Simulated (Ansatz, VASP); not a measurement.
# Ni: VASP beside Ansatz

Contents of INCAR:

```
ALGO     = Normal         # electronic algorithm
EDIFF    = 1E-7           # SCF threshold, eV
ENCUT    = 520            # plane-wave cutoff, eV
GGA      = PE             # functional
ISIF     = 2              # what is computed and relaxed
ISMEAR   = 0              # smearing method
ISPIN    = 2              # spin polarisation
LASPH    = True           # aspherical terms in the spheres
LCHARG   = False          # write CHGCAR
LMAXMIX  = 4              # l up to which the mixer works
LORBIT   = 11             # projections on sites
LREAL    = False          # projectors in reciprocal space
LWAVE    = False          # write WAVECAR
MAGMOM   = 0.2            # initial moments
NBANDS   = 15             # bands
NELM     = 150            # most SCF steps
PREC     = Accurate       # precision mode
SIGMA    = 0.1            # smearing width, eV
```

File KPOINTS:

```
k-points
0
Gamma
  14 14 14
```

POSCAR

```
Ni
1.0
    0.0000000000      1.7677500000      1.7677500000
    1.7677500000      0.0000000000      1.7677500000
    1.7677500000      1.7677500000      0.0000000000
Ni
1
Direct
    0.0000000000      0.0000000000      0.0000000000
```

Input for Ansatz:

```yaml
crystal:
  lattice:
    - [0.0, 1.76775, 1.76775]
    - [1.76775, 0.0, 1.76775]
    - [1.76775, 1.76775, 0.0]
  atoms:
    - { symbol: Ni, position: [0.0, 0.0, 0.0], spin: 0.2 }
magnetization:
  spin_polarized: true
hamiltonian:
  xc: pbe
  pseudopotentials: { kind: paw }
basis:
  ecutwfc: 420
kpoints:
  mp_grid: { grid: [14, 14, 14] }
scf:
  occupations: { method: gaussian, width: 0.1 }
  lower_state_search: "off"
output:
  forces: true
  stress: true
```

Change from the starting cell: parallel moments scaled by 0.1, free total moment.

Alike in both runs: task single point; functional PBE; k mesh 14 × 14 × 14; occupations gaussian, width 0.1 eV; collinear spin.

|  | VASP | Ansatz |
| --- | --- | --- |
| version | VASP 6.6.1 | Ansatz 0.2.0 |
| potentials or method | VASP PAW PBE potentials, release 64 (Ni) | PAW, plane waves, scalar-relativistic |
| plane-wave cutoff (eV) | 520 | 420 |
| valence electrons in the cell | 10 | 18 |

VASP gave:

| Quantity | Value |
| --- | --- |
| pressure (GPa) | -2.9 |
| net moment per atom (μB) | 0.60 |
| size of the moment on the site where the two differ most (μB) | 0.62 |

Which values does Ansatz return?

Pressure (GPa): -2.7; net moment per atom (μB): 0.63; size of the moment on the site where the two differ most (μB): 0.67.

Site moments also hang on the region over which each program counts them. The two sets of potentials don't hold the same shells in valence.
